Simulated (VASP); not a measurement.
A convergence study with VASP on SrF$_{2}$ (fluorite): one setting is varied, all else stays as given below, so the limit is that of these other settings. Each run relaxes cell and ions from the cell shown.

```
CELL_PARAMETERS angstrom
      0.00000     2.90000     2.90000
      2.90000     0.00000     2.90000
      2.90000     2.90000     0.00000
ATOMIC_POSITIONS crystal
  Sr 0.00000 0.00000 0.00000
  F  0.25000 0.25000 0.25000
  F  0.75000 0.75000 0.75000
```

Level of theory: PBE GGA, VASP's PBE PAW potentials (set 64) (plane waves; VASP). The tightest run used: 700 eV cut-off, 10×10×10 Γ-centred mesh, Gaussian smearing of 0.050 eV, potentials Sr_sv F.

Gaps are read on the run's mesh, which can miss a band edge.

```json
[
 {"setting": "2×2×2 mesh", "relaxed volume (Å³/atom)": "16.865", "E (eV/atom)": "-5.6789", "gap on the mesh (eV)": "6.707", "irreducible k-points": "3"},
 {"setting": "3×3×3 mesh", "relaxed volume (Å³/atom)": "16.767", "E (eV/atom)": "-5.6921", "gap on the mesh (eV)": "6.862", "irreducible k-points": "4"},
 {"setting": "4×4×4 mesh", "relaxed volume (Å³/atom)": "16.766", "E (eV/atom)": "-5.6925", "gap on the mesh (eV)": "6.756", "irreducible k-points": "8"}
]
```

### Question
These are the cheaper rows. Estimate the results at 10×10×10 mesh, and how far the last row shown lies from them.

### Answer

| quantity | tightest run | last row shown is off by |
|---|---|---|
| relaxed volume (Å³/atom) | 16.766 | 0.000 |
| E (eV/atom) | -5.6924 | 0.0000 |
| gap on the mesh (eV) | 6.756 | 0.000 |

Left out are rungs that failed or repeat a setting and relaxations that didn't move; long series are thinned to 24 rows.

The compound is SrF2 in the fluorite structure.
